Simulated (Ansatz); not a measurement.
Calculated ⁹¹Zr NMR of the central transition for Zr3N4

Cell: an entry of the Crystallography Open Database (COD), taken as it stands.

Space group I-43d (No. 220); a = 6.7400 Å.

```
site  Wyckoff  site symmetry       x       y       z
  Zr      12a           -4..  0.3750  0.0000  0.2500
   N      16c            .3.  0.0630  0.0630  0.0630
```

One atom of each set is listed; the run and its k-mesh use a cell of 14 atoms with edges of 5.84, 5.84, 5.84 Å.

Computed with Ansatz: DFT, PBE, plane waves and PAW (field gradients read without the response of the frozen cores, which leaves them typically 4 to 6 % off), scalar-relativistic, 420 eV cutoff, Γ-centred 6×6×6 k-points, Fermi–Dirac smearing 0.02 eV.

⁹¹Zr has I = 5/2 and Q = -176.0 mb (Pyykkö 2018); at 14.1 T its Larmor frequency is ν₀ = 56.0 MHz. Only the quadrupole interaction is simulated: positions count from each site's isotropic chemical shift, and shift anisotropy, dipolar and J coupling are left out.

Simulated pattern of one Zr site (static powder, Gaussian broadening 60 kHz):

(offset (kHz), height): (-1377.1, 0), (-1320.5, 3), (-1263.9, 67), (-1207.3, 100), (-1150.7, 63), (-1094.1, 49), (-1037.5, 42), (-980.9, 38), (-924.3, 35), (-867.7, 32), (-811.1, 30), (-754.5, 29), (-697.8, 28), (-641.2, 27), (-584.6, 26), (-528.0, 26), (-471.4, 26), (-414.8, 25), (-358.2, 24), (-301.6, 25), (-245.0, 24), (-188.4, 24), (-131.8, 24), (-75.2, 24), (-18.6, 23), (38.1, 19), (94.7, 19), (151.3, 20), (207.9, 21), (264.5, 22), (321.1, 23), (377.7, 24), (434.3, 27), (490.9, 30), (547.5, 34), (604.1, 44), (660.7, 71), (717.4, 47), (774.0, 2), (830.6, 0)

Question: Which |C_Q| and η does the pattern imply?

Answer: The pattern spans 1952 kHz before broadening and its centre of gravity is at -375 kHz, which fixes P_Q; the places of the horns and steps fix η. That gives P_Q = 59.2 MHz, |C_Q| = 59.2 MHz and η = 0.00. The sign of C_Q can't be read from the pattern.

An axis of threefold or higher order runs through Zr, so V_zz lies along it and η is zero.

With ν_Q/ν₀ up to 0.16, terms beyond second order are no longer negligible.

The calculated pressure of 8 GPa (PBE) comes partly from the unrelaxed atoms: it is 4.2 GPa once they are relaxed in the same cell. The largest force is 0.3 eV/Å, so the atoms aren't at the calculated equilibrium and relaxing them would move these values. Without spin–orbit coupling (the program notes it for Zr) the gradients can shift somewhat, as the gap is small.
